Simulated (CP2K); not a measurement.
Here is a CP2K 2026.2 calculation.

cuo_bands.inp

```
&GLOBAL
  PROJECT cuo_bands
  RUN_TYPE ENERGY_FORCE
  PRINT_LEVEL LOW
&END GLOBAL
&FORCE_EVAL
  METHOD QS
  STRESS_TENSOR ANALYTICAL
  &DFT
    BASIS_SET_FILE_NAME BASIS_MOLOPT_UZH
    POTENTIAL_FILE_NAME POTENTIAL_UZH
    &MGRID
      CUTOFF 600
      REL_CUTOFF 60
      NGRIDS 5
    &END MGRID
    &QS
      METHOD GPW
      EPS_DEFAULT 1.0E-10
    &END QS
    &KPOINTS
      SCHEME MONKHORST-PACK 9 9 5
      GAMMA_CENTERED T
      SYMMETRY T
      SYMMETRY_BACKEND SPGLIB
    &END KPOINTS
    &SCF
      SCF_GUESS ATOMIC
      EPS_SCF 1.0E-6
      MAX_SCF 100
      ADDED_MOS 20
      CHOLESKY OFF
      EPS_EIGVAL 1.0E-7
      &DIAGONALIZATION ON
        ALGORITHM STANDARD
      &END DIAGONALIZATION
      &MIXING ON
        METHOD BROYDEN_MIXING
        ALPHA 0.4
        BETA 1.5
        NBUFFER 8
      &END MIXING
      &SMEAR ON
        METHOD FERMI_DIRAC
        ELECTRONIC_TEMPERATURE 580.23
      &END SMEAR
    &END SCF
    &XC
      &XC_FUNCTIONAL
        &GGA_X_PBE_SOL
        &END GGA_X_PBE_SOL
        &GGA_C_PBE_SOL
        &END GGA_C_PBE_SOL
      &END XC_FUNCTIONAL
    &END XC
    &PRINT
      &KPOINTS ON
      &END KPOINTS
      &MULLIKEN ON
      &END MULLIKEN
      &MO ON
        ENERGIES T
        OCCUPATION_NUMBERS T
        &EACH
          QS_SCF 0
        &END EACH
        ADD_LAST NUMERIC
      &END MO
      &BAND_STRUCTURE
        FILE_NAME bands.bs
        ADDED_MOS 4
        &KPOINT_SET
          UNITS B_VECTOR
          NPOINTS 10
          SPECIAL_POINT GAMMA 0.00000000 0.00000000 0.00000000
          SPECIAL_POINT X 0.46367743 0.46367743 0.00000000
          SPECIAL_POINT S 0.00000000 0.50000000 0.00000000
          SPECIAL_POINT R 0.00000000 0.50000000 0.50000000
          SPECIAL_POINT A 0.46367743 0.46367743 0.50000000
          SPECIAL_POINT Z 0.00000000 0.00000000 0.50000000
          SPECIAL_POINT GAMMA 0.00000000 0.00000000 0.00000000
          SPECIAL_POINT Y -0.50000000 0.50000000 0.00000000
          SPECIAL_POINT X1 -0.46367743 0.53632257 0.00000000
          SPECIAL_POINT A1 -0.46367743 0.53632257 0.50000000
          SPECIAL_POINT T -0.50000000 0.50000000 0.50000000
          SPECIAL_POINT Y -0.50000000 0.50000000 0.00000000
        &END KPOINT_SET
        &KPOINT_SET
          UNITS B_VECTOR
          NPOINTS 10
          SPECIAL_POINT Z 0.00000000 0.00000000 0.50000000
          SPECIAL_POINT T -0.50000000 0.50000000 0.50000000
        &END KPOINT_SET
      &END BAND_STRUCTURE
    &END PRINT
  &END DFT
  &SUBSYS
    &CELL
      A 2.9328708085 0.0000000000 0.0000000000
      B -0.2297489625 2.9238581692 0.0000000000
      C 0.0000000000 0.0000000000 5.1559280000
      PERIODIC XYZ
    &END CELL
    &COORD
      SCALED
      Cu  0.5000000000 0.0000000000 0.0000000000
      Cu  0.0000000000 0.5000000000 0.5000000000
      O   0.5000000000 0.5000000000 0.2500000000
      O   0.5000000000 0.5000000000 0.7500000000
    &END COORD
    &KIND Cu
      BASIS_SET TZVP-MOLOPT-PBE-GTH-q11
      POTENTIAL GTH-PBE-q11
    &END KIND
    &KIND O
      BASIS_SET TZVP-MOLOPT-PBE-GTH-q6
      POTENTIAL GTH-PBE-q6
    &END KIND
    &PRINT
      &ATOMIC_COORDINATES ON
      &END ATOMIC_COORDINATES
      &CELL ON
      &END CELL
      &SYMMETRY ON
      &END SYMMETRY
    &END PRINT
  &END SUBSYS
  &PRINT
    &FORCES ON
    &END FORCES
    &STRESS_TENSOR ON
    &END STRESS_TENSOR
  &END PRINT
&END FORCE_EVAL
```

Potentials or basis: POTENTIAL_UZH Cu GTH-PBE-q11, O GTH-PBE-q6; TZVP-MOLOPT-PBE-GTH basis.

Launch:

```bash
$ OMP_NUM_THREADS=1 mpirun -n 3 cp2k.psmp -i cuo_bands.inp -o cuo_bands.out
```

Q: Predict the pressure.

A: -2.8 GPa.

Q: What does it give for the Mulliken charges?

A: Cu +0.76; O -0.76 e.

Levels at the corners of the path, in eV from the Fermi level:
```
point  band 15  band 16  band 17  band 18  band 19  band 20
    Γ    -2.30    -2.05     0.63     0.82     1.23     5.83
    X    -1.55    -1.12    -1.10     1.16     2.11     6.80
    S    -1.53    -1.43     0.24     0.49     3.43     5.80
    R    -2.01    -1.67    -0.13     0.72     4.12     5.77
    A    -1.28    -1.28    -0.47    -0.47     3.91     3.91
    Z    -1.54    -1.54     0.14     0.14     3.33     3.33
    Γ    -2.30    -2.05     0.63     0.82     1.23     5.83
    Y    -1.58    -1.08    -1.03     1.18     1.94     7.01
   X1    -1.55    -1.12    -1.10     1.16     2.11     6.80
   A1    -1.28    -1.28    -0.47    -0.47     3.91     3.91
    T    -1.25    -1.25    -0.49    -0.49     3.86     3.86
    Y    -1.58    -1.08    -1.03     1.18     1.94     7.01
    Z    -1.54    -1.54     0.14     0.14     3.33     3.33
    T    -1.25    -1.25    -0.49    -0.49     3.86     3.86
```

Caveat: the potentials were made for another functional, which shifts forces and pressure; the basis of atomic orbitals isn't converged, which shifts pressures, moduli and gaps; the run has no spin polarisation, though such a crystal can be magnetic; semilocal functionals often make such compounds metallic where correlation or magnetic order opens a gap, which also shifts bond lengths.
